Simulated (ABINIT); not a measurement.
SiNi3 in ABINIT: the effect of smearing

The system is SiNi3.

```xyz
4
Lattice="3.5420 0.0000 0.0000 0.0000 3.5420 0.0000 0.0000 0.0000 3.5420" Properties=species:S:1:pos:R:3 pbc="T T T"
Ni    1.7710    1.7710    0.0000
Ni    1.7710    0.0000    1.7710
Ni    0.0000    1.7710    1.7710
Si    0.0000    0.0000    0.0000
```

Alike in all runs:

| Item | Value |
| --- | --- |
| Program | ABINIT 10.8.3 (patched build) |
| Task | single point |
| Functional | PBE |
| Potentials or basis | JTH PAW PBE v2.0 |
| Cutoff | 1116 eV |
| k mesh | 5 × 5 × 5 |
| Spin | collinear spin, ferromagnetic start |
| Starting moments | [1.0, 1.0, 1.0, 0.0] μB |

```csv
smearing,occupations,pressure (GPa)
fermi-dirac,"fermi-dirac, width 0.2 eV",?
gaussian,"gaussian, width 0.2 eV",-5.5
cold,"cold (ABINIT), width 0.2 eV",-5.6
cold-b,"cold-b (ABINIT), width 0.2 eV",-5.6
methfessel-paxton,"methfessel-paxton, width 0.2 eV",-5.6
```

What does the run with smearing fermi-dirac give?

Pressure -4.6 GPa.

Caveats: small starting moments can end in a higher magnetic state in this program.
